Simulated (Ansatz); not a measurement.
α-quartz-type GeO2 (metastable phase) was calculated with PBEsol (PAW; Ansatz, a program for electronic structure).

Settings: plane-wave cutoff 520 eV, 12×12×6 k mesh (along the axes of the cell as run), Fermi–Dirac smearing 0.01 eV, scalar-relativistic PAW data made under PBE.

Cell (measured lattice):

```yaml
crystal:
  lattice:
    - [4.98700, 0.00000, 0.00000]
    - [-2.49350, 4.31887, 0.00000]
    - [0.00000, 0.00000, 5.65200]
  atoms:
    - { symbol: Ge, position: [0.00000, 0.44979, 0.33333] }
    - { symbol: Ge, position: [0.55021, 0.55021, 0.00000] }
    - { symbol: Ge, position: [0.44979, 0.00000, 0.66667] }
    - { symbol: O, position: [0.30577, 0.39339, 0.24695] }
    - { symbol: O, position: [0.60661, 0.91238, 0.91361] }
    - { symbol: O, position: [0.69423, 0.08762, 0.41972] }
    - { symbol: O, position: [0.91238, 0.60661, 0.08639] }
    - { symbol: O, position: [0.39339, 0.30577, 0.75305] }
    - { symbol: O, position: [0.08762, 0.69423, 0.58028] }
```

### Question
Estimate the band gap and smallest direct gap on the k points sampled that the calculation returns.

### Answer

- band gap = 3.36 eV (indirect)
- smallest direct gap on the k points sampled = 3.42 eV

Note: cell and atoms aren't relaxed at this level (pressure 0.4 GPa).

Spin–orbit coupling is not included.

Cost on a shared machine: about 100 core-seconds (a rough figure).
